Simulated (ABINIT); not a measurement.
A run of ABINIT 10.8.3 (patched build) is set up as follows.

Contents of run.abi:

```
pp_dirpath "./"
pseudos "W.upf, S.upf"

acell 2.59173 2.59173 9.23417 Angstrom
rprim
     1.0000000000     0.0000000000     0.0000000000
     0.0000000000     1.0000000000     0.0000000000
     0.0000000000     0.0000000000     1.0000000000
ntypat 2
znucl 74 16
natom 3
typat 1 2 2
xred
     0.5000000000     0.5000000000     0.5000000000
     0.5000000000     0.5000000000     0.7656600000
     0.5000000000     0.5000000000     0.2343400000

ecut 37.0

kptopt 1
ngkpt 8 8 2
nshiftk 1
shiftk 0.0 0.0 0.0

ixc 23

nband 17
occopt 3
tsmear 0.00183747

nstep 100
tolvrs 1.0e-10

iomode 3
prtwf 0
prtden 0
prteig 0
prtebands 0
```

Potentials or basis: PseudoDojo NC SR PBEsol v0.4 stringent.

Run with:

```sh
$ abinit run.abi > log 2>&1
```

What does it give for the largest force?

0.276 eV/Å.

What does it give for the band gap on the k mesh?

None (metal or under the smearing width).

Estimate the pressure.

-3.1 GPa.

Forces in eV/Å, atoms in the order of the input:
```
W    0.000  0.000  0.000
S    0.000  0.000 -0.276
S    0.000  0.000  0.276
```

Caveat: the potentials were made for another functional, which shifts forces and pressure; this functional lacks dispersion, which binds the layers, so the pressure and a relaxed spacing across them are unreliable. Spin-orbit coupling is left out, which matters for the levels of W.
